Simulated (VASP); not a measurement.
These are PBEsol GGA, VASP's PBE PAW potentials (set 64) (plane waves; VASP) values and carry that method's errors.

VASP ran on this input.

File POSCAR:
```
AlSb
1
    0.0000000000     3.0842084677     3.0842084677
    3.0842084677     0.0000000000     3.0842084677
    3.0842084677     3.0842084677     0.0000000000
Al Sb
1 1
Direct
  0.0000000000   0.0000000000   0.0000000000
  0.2500000000   0.2500000000   0.2500000000
```

### INCAR
```
SYSTEM = AlSb
PREC = Accurate
ENCUT = 530
EDIFF = 1E-7
NELM = 100
ALGO = Normal
LREAL = .FALSE.
LASPH = .TRUE.
ISMEAR = 0
SIGMA = 0.05
GGA = PS
LMAXMIX = 4
LWAVE = .FALSE.
LCHARG = .FALSE.
IBRION = 6
ISIF = 3
NFREE = 2
POTIM = 0.015
NSW = 1
```

KPOINTS:
```
Automatic mesh
0
Gamma
7 7 7
0 0 0
```

POTCAR, in this order: Al Sb (PBE.64 set). Program: vasp_std.

The resulting files:

File OSZICAR:
```
...
DAV:   3    -0.886121495430E+01    0.18262E-02   -0.66566E-03  2112   0.436E-01    0.410E-02
DAV:   4    -0.886120956247E+01    0.53918E-05   -0.39564E-04  1800   0.143E-01    0.378E-02
DAV:   5    -0.886120354696E+01    0.60155E-05   -0.23910E-05  2384   0.320E-02    0.118E-02
DAV:   6    -0.886120362007E+01   -0.73108E-07   -0.23928E-06  1952   0.101E-02    0.213E-03
DAV:   7    -0.886120376093E+01   -0.14086E-06   -0.28450E-07  2120   0.381E-03    0.124E-03
DAV:   8    -0.886120377976E+01   -0.18830E-07   -0.24866E-08   816   0.113E-03
   8 F= -.88612038E+01 E0= -.88612038E+01  d E =-.405364E-15
       N       E                     dE             d eps       ncg     rms          rms(c)
DAV:   1    -0.887298289397E+01   -0.11779E-01   -0.32162E-01  2008   0.297E+00    0.375E-01
DAV:   2    -0.886506335231E+01    0.79195E-02   -0.16681E-02  2112   0.947E-01    0.213E-01
DAV:   3    -0.886113071940E+01    0.39326E-02   -0.15518E-02  2136   0.728E-01    0.429E-02
DAV:   4    -0.886120405254E+01   -0.73333E-04   -0.11590E-03  1688   0.258E-01    0.208E-02
DAV:   5    -0.886120501717E+01   -0.96463E-06   -0.40482E-05  2344   0.480E-02    0.673E-03
DAV:   6    -0.886120352096E+01    0.14962E-05   -0.92221E-06  2040   0.188E-02    0.219E-03
DAV:   7    -0.886120379633E+01   -0.27537E-06   -0.88192E-07  2088   0.699E-03    0.573E-04
DAV:   8    -0.886120380450E+01   -0.81703E-08   -0.28065E-08   800   0.124E-03
   9 F= -.88612038E+01 E0= -.88612038E+01  d E =-.404573E-15
       N       E                     dE             d eps       ncg     rms          rms(c)
DAV:   1    -0.886864710391E+01   -0.74433E-02   -0.26925E-01  2104   0.268E+00    0.230E-01
DAV:   2    -0.886496092648E+01    0.36862E-02   -0.99692E-03  2032   0.755E-01    0.141E-01
DAV:   3    -0.886151699086E+01    0.34439E-02   -0.76124E-03  2272   0.510E-01    0.304E-02
DAV:   4    -0.886143231710E+01    0.84674E-04   -0.55863E-04  1840   0.172E-01    0.174E-02
DAV:   5    -0.886121339584E+01    0.21892E-03   -0.13478E-04  2232   0.712E-02    0.341E-03
DAV:   6    -0.886120746599E+01    0.59298E-05   -0.13156E-05  1824   0.255E-02    0.171E-03
DAV:   7    -0.886120455566E+01    0.29103E-05   -0.41451E-07  2512   0.499E-03    0.368E-04
DAV:   8    -0.886120379273E+01    0.76293E-06   -0.21016E-08   880   0.109E-03    0.150E-04
DAV:   9    -0.886120378318E+01    0.95523E-08   -0.38791E-09   800   0.486E-04
  10 F= -.88612038E+01 E0= -.88612038E+01  d E =-.406108E-15
       N       E                     dE             d eps       ncg     rms          rms(c)
DAV:   1    -0.887312599206E+01   -0.11922E-01   -0.31158E-01  2264   0.297E+00    0.377E-01
DAV:   2    -0.886502973399E+01    0.80963E-02   -0.15901E-02  2096   0.913E-01    0.212E-01
DAV:   3    -0.886112763576E+01    0.39021E-02   -0.15283E-02  2160   0.722E-01    0.425E-02
DAV:   4    -0.886120406978E+01   -0.76434E-04   -0.11323E-03  1696   0.254E-01    0.209E-02
DAV:   5    -0.886120461386E+01   -0.54408E-06   -0.37720E-05  2376   0.466E-02    0.615E-03
DAV:   6    -0.886120353290E+01    0.10810E-05   -0.73399E-06  2016   0.168E-02    0.214E-03
DAV:   7    -0.886120379015E+01   -0.25725E-06   -0.74223E-07  2192   0.641E-03    0.518E-04
DAV:   8    -0.886120379792E+01   -0.77686E-08   -0.23066E-08   880   0.111E-03
  11 F= -.88612038E+01 E0= -.88612038E+01  d E =-.404895E-15
       N       E                     dE             d eps       ncg     rms          rms(c)
DAV:   1    -0.886707813790E+01   -0.58743E-02   -0.23960E-01  2328   0.261E+00    0.231E-01
DAV:   2    -0.886383802128E+01    0.32401E-02   -0.86788E-03  2000   0.702E-01    0.140E-01
DAV:   3    -0.886130163501E+01    0.25364E-02   -0.72329E-03  2280   0.514E-01    0.298E-02
DAV:   4    -0.886127074041E+01    0.30895E-04   -0.56887E-04  1856   0.174E-01    0.170E-02
DAV:   5    -0.886120649591E+01    0.64244E-04   -0.12632E-04  2272   0.681E-02    0.301E-03
DAV:   6    -0.886120555439E+01    0.94152E-06   -0.11557E-05  1808   0.240E-02    0.157E-03
DAV:   7    -0.886120396131E+01    0.15931E-05   -0.41637E-07  2528   0.491E-03    0.222E-04
DAV:   8    -0.886120387888E+01    0.82427E-07   -0.18388E-08   856   0.104E-03
  12 F= -.88612039E+01 E0= -.88612039E+01  d E =-.405258E-15
       N       E                     dE             d eps       ncg     rms          rms(c)
DAV:   1    -0.887319090518E+01   -0.11987E-01   -0.29383E-01  2232   0.288E+00    0.378E-01
DAV:   2    -0.886502643511E+01    0.81645E-02   -0.15330E-02  2088   0.895E-01    0.212E-01
DAV:   3    -0.886112677401E+01    0.38997E-02   -0.15276E-02  2144   0.722E-01    0.423E-02
DAV:   4    -0.886120393755E+01   -0.77164E-04   -0.11357E-03  1656   0.254E-01    0.204E-02
DAV:   5    -0.886120495899E+01   -0.10214E-05   -0.41668E-05  2464   0.483E-02    0.625E-03
DAV:   6    -0.886120354636E+01    0.14126E-05   -0.68076E-06  2032   0.162E-02    0.206E-03
DAV:   7    -0.886120379859E+01   -0.25223E-06   -0.84282E-07  2192   0.648E-03    0.513E-04
DAV:   8    -0.886120379846E+01    0.12767E-09   -0.21576E-08   840   0.109E-03
  13 F= -.88612038E+01 E0= -.88612038E+01  d E =-.404038E-15
       N       E                     dE             d eps       ncg     rms          rms(c)
DAV:   1    -0.886704081740E+01   -0.58370E-02   -0.11607E-01  1504   0.206E+00    0.144E-01
DAV:   2    -0.886519601765E+01    0.18448E-02   -0.39074E-03  1240   0.470E-01    0.935E-02
DAV:   3    -0.886265180913E+01    0.25442E-02   -0.44104E-03  1384   0.397E-01    0.105E-02
DAV:   4    -0.886265400353E+01   -0.21944E-05   -0.41013E-04  1104   0.143E-01    0.752E-03
DAV:   5    -0.886264665153E+01    0.73520E-05   -0.84835E-06  1712   0.249E-02    0.100E-03
DAV:   6    -0.886264620713E+01    0.44440E-06   -0.30502E-07  1168   0.417E-03    0.642E-04
DAV:   7    -0.886264610272E+01    0.10442E-06   -0.23891E-08   688   0.103E-03    0.154E-04
DAV:   8    -0.886264606504E+01    0.37677E-07   -0.29027E-09   512   0.457E-04
  14 F= -.88626461E+01 E0= -.88626461E+01  d E =-.130022E-13
       N       E                     dE             d eps       ncg     rms          rms(c)
DAV:   1    -0.886243187509E+01    0.21423E-03   -0.64615E-02  1032   0.185E+00    0.901E-02
DAV:   2    -0.886263587269E+01   -0.20400E-03   -0.18729E-03  1592   0.324E-01    0.415E-02
DAV:   3    -0.886264269776E+01   -0.68251E-05   -0.18918E-05  1264   0.345E-02    0.200E-02
DAV:   4    -0.886264608943E+01   -0.33917E-05   -0.60202E-06  1400   0.198E-02    0.185E-03
DAV:   5    -0.886264605700E+01    0.32433E-07   -0.54825E-07  1232   0.460E-03
  15 F= -.88626461E+01 E0= -.88626461E+01  d E =-.128453E-13
       N       E                     dE             d eps       ncg     rms          rms(c)
DAV:   1    -0.886236991407E+01    0.27618E-03   -0.10142E-01  1024   0.213E+00    0.633E-02
DAV:   2    -0.886265931304E+01   -0.28940E-03   -0.32297E-03  1512   0.433E-01    0.364E-02
DAV:   3    -0.886264590725E+01    0.13406E-04   -0.62400E-05  1360   0.555E-02    0.121E-02
DAV:   4    -0.886264600390E+01   -0.96648E-07   -0.70977E-06  1416   0.182E-02    0.257E-03
DAV:   5    -0.886264592440E+01    0.79495E-07   -0.82923E-07  1208   0.583E-03
  16 F= -.88626459E+01 E0= -.88626459E+01  d E =-.130349E-13
       N       E                     dE             d eps       ncg     rms          rms(c)
DAV:   1    -0.886235170589E+01    0.29430E-03   -0.21158E-01  1024   0.284E+00    0.105E-01
DAV:   2    -0.886270841036E+01   -0.35670E-03   -0.47287E-03  1536   0.540E-01    0.576E-02
DAV:   3    -0.886264653483E+01    0.61876E-04   -0.12651E-04  1264   0.695E-02    0.112E-02
DAV:   4    -0.886264605124E+01    0.48359E-06   -0.84650E-06  1488   0.217E-02    0.310E-03
DAV:   5    -0.886264592506E+01    0.12618E-06   -0.15874E-06  1232   0.744E-03    0.487E-04
DAV:   6    -0.886264592928E+01   -0.42216E-08   -0.10495E-07   752   0.240E-03
  17 F= -.88626459E+01 E0= -.88626459E+01  d E =-.129716E-13
```

**OUTCAR**
```
------------------------ aborting loop because EDIFF is reached ----------------------------------------
  FORCE on cell =-STRESS in cart. coord.  units (eV):
  Direction    XX          YY          ZZ          XY          YZ          ZX
  --------------------------------------------------------------------------------------
  Total        0.0040242      0.0063053      0.0063053      0.0000000      0.1138535      0.0000000
  in kB        0.1098823      0.1721680      0.1721680      0.0000000      3.1088204      0.0000000
  external PRESSURE =       0.1514061 kB  Pullay stress =       0.0000000 kB
  volume of cell :       58.68
      direct lattice vectors                 reciprocal lattice vectors
     0.000000000  3.084208468  3.084208468    -0.162116149  0.162116149  0.162116149
     3.084208468  0.000000000  3.084208468     0.162116149 -0.162116149  0.162116149
     3.084208468  3.084208468  0.000000000     0.162116149  0.162116149 -0.162116149
 POSITION                                       TOTAL-FORCE (eV/Angst)
 -----------------------------------------------------------------------------------
      0.00000      0.00000      0.00000        -0.118866      0.000000      0.000000
      1.52710      1.54210      1.54210         0.118866      0.000000      0.000000
 -----------------------------------------------------------------------------------
    total drift:                                0.000029     -0.000000     -0.000000
  FREE ENERGIE OF THE ION-ELECTRON SYSTEM (eV)
  ---------------------------------------------------
  free  energy   TOTEN  =        -8.8626459293 eV

  energy  without entropy=       -8.8626459293  energy(sigma->0) =       -8.86264593

   1 f  =    9.363791 THz    58.834436 2PiTHz  312.342459 cm-1    38.725512 meV
             X         Y         Z           dx          dy          dz
      0.000000  0.000000  0.000000    -0.904751    0.000000    0.000000
      1.542104  1.542104  1.542104     0.425942    0.000000    0.000000

   2 f  =    9.363791 THz    58.834436 2PiTHz  312.342459 cm-1    38.725512 meV
             X         Y         Z           dx          dy          dz
      0.000000  0.000000  0.000000     0.000000    0.904751    0.000000
      1.542104  1.542104  1.542104     0.000000   -0.425942    0.000000

   3 f  =    9.363791 THz    58.834436 2PiTHz  312.342459 cm-1    38.725512 meV
             X         Y         Z           dx          dy          dz
      0.000000  0.000000  0.000000     0.000000    0.000000    0.904751
      1.542104  1.542104  1.542104     0.000000    0.000000   -0.425942

   4 f/i=    0.000224 THz     0.001407 2PiTHz    0.007467 cm-1     0.000926 meV
             X         Y         Z           dx          dy          dz
      0.000000  0.000000  0.000000     0.000000    0.000000   -0.425942
      1.542104  1.542104  1.542104     0.000000    0.000000   -0.904751

   5 f/i=    0.000224 THz     0.001407 2PiTHz    0.007467 cm-1     0.000926 meV
             X         Y         Z           dx          dy          dz
      0.000000  0.000000  0.000000    -0.425942    0.000000    0.000000
      1.542104  1.542104  1.542104    -0.904751    0.000000    0.000000

   6 f/i=    0.000224 THz     0.001407 2PiTHz    0.007467 cm-1     0.000926 meV
             X         Y         Z           dx          dy          dz
      0.000000  0.000000  0.000000     0.000000   -0.425942    0.000000
      1.542104  1.542104  1.542104     0.000000   -0.904751    0.000000

 ELASTIC MODULI CONTR FROM IONIC RELAXATION (kBar)
 Direction    XX          YY          ZZ          XY          YZ          ZX
 --------------------------------------------------------------------------------
 XX          -0.0000     -0.0000     -0.0000     -0.0000      0.0000     -0.0000
 YY          -0.0000     -0.0000     -0.0000     -0.0000     -0.0000      0.0000
 ZZ          -0.0000     -0.0000     -0.0000      0.0000     -0.0000     -0.0000
 XY          -0.0000     -0.0000      0.0000   -198.7455      0.0000      0.0000
 YZ           0.0000     -0.0000     -0.0000      0.0000   -198.7455      0.0000
 ZX          -0.0000      0.0000     -0.0000      0.0000      0.0000   -198.7455
 --------------------------------------------------------------------------------

 TOTAL ELASTIC MODULI (kBar)
 Direction    XX          YY          ZZ          XY          YZ          ZX
 --------------------------------------------------------------------------------
 XX         807.2067    406.1170    406.1170     -0.0000      0.0000     -0.0000
 YY         406.1170    807.2067    406.1170     -0.0000     -0.0000     -0.0000
 ZZ         406.1170    406.1170    807.2067      0.0000     -0.0000     -0.0000
 XY          -0.0000     -0.0000      0.0000    367.7942      0.0000      0.0000
 YZ           0.0000     -0.0000     -0.0000      0.0000    367.7942      0.0000
 ZX          -0.0000     -0.0000     -0.0000      0.0000      0.0000    367.7942
 --------------------------------------------------------------------------------
```
(Selected blocks of OUTCAR.)

The compound is AlSb in the zinc blende structure. It was relaxed first.
